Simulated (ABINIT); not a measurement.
C:

```xyz
2
Lattice="0.0000 1.7834 1.7834 1.7834 0.0000 1.7834 1.7834 1.7834 0.0000" Properties=species:S:1:pos:R:3 pbc="T T T"
C     2.6751    2.6751    2.6751
C     1.7834    1.7834    1.7834
```

This isn't the form of C at room conditions, which is graphite.

Base run:

- Program: ABINIT 10.8.3 (patched build)
- Functional: HSE06
- Potentials or basis: SG15 NC PBE v1.2
- Cutoff: 816 eV
- k mesh: 8 × 8 × 8
- Occupations: fixed
- Spin: no spin polarisation

Its results: band gap on the k mesh 5.37 eV, indirect (least direct gap 7.00 eV).

Problem. The run is repeated on the same cell with these changes: functional from HSE06 to PBE. What comes out?

Solution. Band gap on the k mesh 4.18 eV, indirect (least direct gap 5.61 eV).

HSE06 gives the wider gap, since exact exchange removes part of the self-interaction.

Caveats: Libxc's HSE differs a little from that of other programs (some runs).

A k mesh can miss the band edges.
